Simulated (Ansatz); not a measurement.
Relaxed CsI (CsCl type):

```
CELL_PARAMETERS angstrom
      9.33383     0.00000     0.00000
      4.66692     4.66692     0.00000
      0.00000     0.00000     4.66692
ATOMIC_POSITIONS crystal
  Cs 0.00000 0.00000 0.00000
  Cs 0.50000 0.00000 0.00000
  I  0.00000 0.50000 0.50000
  I  0.50000 0.50000 0.50000
```

A phonon eigenvector at M = (0.5, 0.5, 0.0) is frozen into this cell: atom i moves by Q times the vector below, so Q is the largest atomic displacement, in Å. The cell is held. (q is in reciprocal vectors of the primitive cell; the cell shown is doubled to hold the pattern.)

```json
[
 {"atom": "Cs1", "x": "0.000", "y": "0.000", "z": "1.000"},
 {"atom": "Cs2", "x": "0.000", "y": "0.000", "z": "-1.000"}
]
```

Atoms not listed stay in place.

Level of theory: PBE (plane waves to 420 eV, PAW, scalar-relativistic; Ansatz, a program for electronic structure). k mesh 7×7×7 (Γ-centred), Fermi-Dirac smearing 0.05 eV. CsI was relaxed with its symmetry unable to fall. Spin-orbit coupling is left out, though I is heavy. 

```
Q (Å)   −dE/dQ from forces (eV/Å)
------  -------------------------
-0.280                      0.223
-0.233                      0.181
-0.187                      0.142
-0.140                      0.105
-0.093                      0.069
-0.047                      0.034
0.000                       0.000
0.047                      -0.034
0.093                      -0.069
0.140                      -0.105
0.187                      -0.142
0.233                      -0.181
0.280                      -0.223
```

### Question
What harmonic wavenumber does the curvature at Q = 0 give?

### Answer
27 cm⁻¹. E″ = 0.73 eV/Å², M = Σ mᵢ|uᵢ|² = 265.8 u, ν̃ = 521.5·√(|E″|/M).

(For displaced atoms, the force is minus the slope of the energy, and its curvature is a force constant, which sets phonon frequencies.)
